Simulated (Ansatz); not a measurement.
Runs of Ansatz 0.2.0 on MoS2. It takes space group P6_3/mmc (No. 194, hexagonal). Conventional cell: a = 3.169 Å, b = 3.169 Å, c = 12.324 Å, α = 90.00°, β = 90.00°, γ = 120.00°. Mo (site symmetry -6m2) is surrounded by 6 S at 2.41 Å. S (site symmetry 3m) has 3 Mo at 2.41 Å as nearest neighbours. 

```tsv
task	level	cell	points for each segment of the path	gap on the mesh (eV)	pressure (GPa)	relaxed volume (Å³/atom)	largest force (eV/Å)
relaxation of cell and atoms	PBEsol+D3(BJ)	relaxed	-	0.57	0.0	16.33	-
relaxation of cell and atoms	PBEsol+D3(BJ)-ATM	relaxed	-	0.62	0.0	16.51	-
band structure	LDA	as given	14	0.85	(a)	-	0.48
band structure	PBEsol	as given	14	(b)	-3.0	-	0.31
band structure	revPBE	as given	14	0.96	3.9	-	0.02
```

Alike in all rows: potentials or basis Ansatz PAW; no spin polarisation; k mesh 10 × 10 × 3; cutoff (eV) 420; smearing fermi-dirac 0.05 eV.

Q: Estimate the missing entries.

A: (a) -5.7; (b) 0.88.

Caveats: the PAW data sets come from PBE, with cores solved anew for the run's functional, which leaves a small shift of forces and pressure; odd divisions of the mesh miss points on the zone boundary, where band edges often lie, so the gap on the mesh can be too wide (some runs); the plane-wave basis is chosen anew once the cell has moved, so the energies of steps on either side of that aren't comparable (some runs); this functional lacks dispersion, which binds the layers, so the pressure and a relaxed spacing across them are unreliable (some runs).

A k mesh can miss the band edges, and the runs leave out spin-orbit coupling on Mo.
